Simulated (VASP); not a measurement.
Pr:

```xyz
1
Lattice="0.0000 2.5805 2.5805 2.5805 0.0000 2.5805 2.5805 2.5805 0.0000" Properties=species:S:1:pos:R:3 pbc="T T T"
Pr    0.0000    0.0000    0.0000
```

This isn't the form of Pr at room conditions, which is double hcp.

Base run:

- Program: VASP 6.6.1
- Functional: PBE
- Potentials or basis: VASP PAW PBE potentials, release 64 (Pr)
- Cutoff: 520 eV
- k mesh: 9 × 9 × 9
- Occupations: gaussian, width 0.02 eV
- Spin: collinear spin, ferromagnetic start
- Starting moments: [2.0] μB

Its results: band gap on the k mesh none (metal or under the smearing width); pressure -0.7 GPa; net moment 2.68 μB per cell.

Task: The run is repeated on the same cell with these changes: potentials or basis from VASP PAW PBE potentials, release 64 (Pr) to VASP PAW PBE potentials, release 64 (Pr_3), 4f in core; cutoff from 520 eV to 600 eV; further incar settings from ALGO = Normal; EDIFF = 1.00e-07; NBANDS = 16 to ALGO = Normal; EDIFF = 1.00e-06; valence electrons from 13 to 11. What comes out?

Result: Band gap on the k mesh none (metal or under the smearing width); pressure 2.2 GPa; net moment 0.00 μB per cell.

Caveats: the magnetic or orbital state may not be the lowest; spin-orbit coupling is left out, which moves the levels of the heavy elements; the 4f electrons are frozen in the core as for a trivalent ion, so they carry no moment and show no levels (some runs).
